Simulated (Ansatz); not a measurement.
**The polar optical mode of CsCl at 12 GPa, worked through**

These are results of Ansatz, DFT LDA, scalar-relativistic, plane waves, PAW, not measurements. Cutoff 420 eV, 6×6×6 k-points (Γ-centred), fixed occupations. No spin polarisation. Phonons by linear response, acoustic sum rule imposed.

The cell, relaxed at 12 GPa:
```cif
data_structure
_symmetry_space_group_name_H-M 'Pm-3m'
_symmetry_Int_Tables_number 221
_cell_length_a 3.6487
_cell_length_b 3.6487
_cell_length_c 3.6487
_cell_angle_alpha 90.000
_cell_angle_beta 90.000
_cell_angle_gamma 90.000
_cell_volume 48.57
loop_
_atom_site_label
_atom_site_type_symbol
_atom_site_symmetry_multiplicity
_atom_site_Wyckoff_symbol
_atom_site_fract_x
_atom_site_fract_y
_atom_site_fract_z
_atom_site_occupancy
Cs1 Cs 1 a 0.00000 0.00000 0.00000 1
Cl1 Cl 1 b 0.50000 0.50000 0.50000 1
```

Spin–orbit coupling is left out, which matters for heavy elements.

Linear response gives ν_TO = 197.1 cm⁻¹, Born charges ±1.429 e (positive on Cs) and ε∞ = 3.846. The primitive cell holds 48.574 Å³, and the masses are 132.905 and 35.450 amu.

Question: Find ν_LO and the static dielectric constant.

Answer: The long-wave field adds a restoring force: ω_LO² − ω_TO² = Z*²e²/(ε_vac ε∞ μV). In these units ν_LO² − ν_TO² = 4.92064×10⁷ Z*²/(μ V ε∞) cm⁻², with μ = m₁m₂/(m₁ + m₂) = 27.985 amu: 19226 cm⁻². So ν_LO = √(197.1² + 19226) = 241.0 cm⁻¹, and the run gives 241.0. Lyddane–Sachs–Teller then gives ε0 = ε∞ (ν_LO/ν_TO)² = 5.75, against 5.75 in the run (it forms both from the same three quantities, so the match checks the arithmetic only). Between ν_TO and ν_LO the dielectric function is negative and an undamped crystal reflects fully: a reststrahlen band from 41.5 to 50.7 μm.

Question: What do the Clausius–Mossotti polarisability and the Szigeti charge come to?

Answer: With the Lorentz local field, α = (3V/4π)(ε∞ − 1)/(ε∞ + 2) = 5.65 Å³ for the pair, and e_S = 3Z*/(ε∞ + 2) = 0.73 e. The Born charge includes the electrons' response to the dipole's own local field, and e_S takes that enhancement out. The Lorentz field assumes point-like polarisable ions, a fair picture at this small ε∞.

Question: How strongly does a slow electron couple to the LO mode?

Answer: For one isotropic parabolic band, Fröhlich's constant is α_F = (1/ε∞ − 1/ε0) √(m* Ry/ħω_LO), with Ry = 13.606 eV, ħω_LO = 29.9 meV and m* in free-electron masses: α_F = 0.0860 × 21.34 × √m* = 1.84 √m*. The band mass isn't part of this run; for m* = 0.1, 0.3 and 1 it gives 0.58, 1.01, 1.84. In weak coupling the polaron lies α_F ħω_LO below the band edge (30 meV at m* = 0.3) with a mass m*(1 + α_F/6); past α_F of about 5 or 6 that expansion fails. A semilocal functional's ε∞ tends to be too large, which taken alone lowers α_F.

Cost: 1 run of about 0.51 core-minutes, on Arm Neoverse N1 (shared hosts).